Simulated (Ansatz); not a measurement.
Start from InN in the zinc blende structure (space group F-43m, No. 216; a = 5.049 Å). Axes: x, y, z lie along the cube axes.

Level of theory: PBE/PAW in Ansatz (a first-principles code), no SOC, earlier PAW set.

Strains are applied to the cell and any free atomic positions relax; under biaxial strain the out-of-plane vector relaxes too; under stress the whole cell relaxes.

One change was made to it. Results:

```json
[
 {"quantity": "energy relative to the base (free energy F)", "base": "0 meV/atom", "after": "+3.0 meV/atom"},
 {"quantity": "volume per atom", "base": "16.09 Å³", "after": "15.99 Å³"},
 {"quantity": "band gap", "base": "zero", "after": "zero"}
]
```

Q: Name the change that was made.
A. uniaxial stress, 2 GPa compression along z
B. tensor shear ε_xz = +0.32 %
C. biaxial strain +2.40 %, plane normal [110], relaxed out of plane

A: A, uniaxial stress, 2 GPa compression along z. For comparison, the energy relative to the base in the other runs: biaxial strain +2.40 %, plane normal [110], relaxed out of plane gives +13 meV/atom; tensor shear ε_xz = +0.32 % gives +0.2 meV/atom.

A biaxial case was relaxed in a doubled cell and then solved in the primitive one. Beyond what the load breaks, stability against distortions was not tested. All final runs are without spin polarisation. Gaps under 0.05 eV, about the width of the smearing, are given as zero. This is not the structure that InN has at room temperature and ambient pressure. A zero or small gap of InN can be the functional's error rather than a property of the material.
